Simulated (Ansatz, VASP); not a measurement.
Ti: VASP beside Ansatz

```
Ti
1.0
    -1.64100    1.64100    1.64100
     1.64100   -1.64100    1.64100
     1.64100    1.64100   -1.64100
Ti
1
Cartesian
  0.0000 0.0000 0.0000
```

Alike in both runs: task single point; functional r2SCAN; k mesh 18 × 18 × 18; occupations gaussian, width 0.1 eV; no spin polarisation.

|  | VASP | Ansatz |
| --- | --- | --- |
| version | VASP 6.6.1 | Ansatz 0.2.0 |
| potentials or method | VASP PAW PBE potentials, release 64 (Ti_sv) | scalar-relativistic, plane waves, PAW |
| plane-wave cutoff (eV) | 520 | 500 |
| valence electrons in the cell | 12 | 12 |

Ansatz gave:

| Quantity | Value |
| --- | --- |
| gap on the k mesh at the Fermi level (eV) | none |
| pressure (GPa) | -3.0 |

Question: What did VASP give for the same quantities?

Answer: gap on the k mesh at the Fermi level (eV): none; pressure (GPa): -2.7.

A gap of «none» marks a metal or a gap that the smearing closes. The functional is the same, so the differences come from potentials, cutoffs and numerics.

Caveats: the PAW data sets were made with another functional, which shifts forces and pressure a little (VASP).
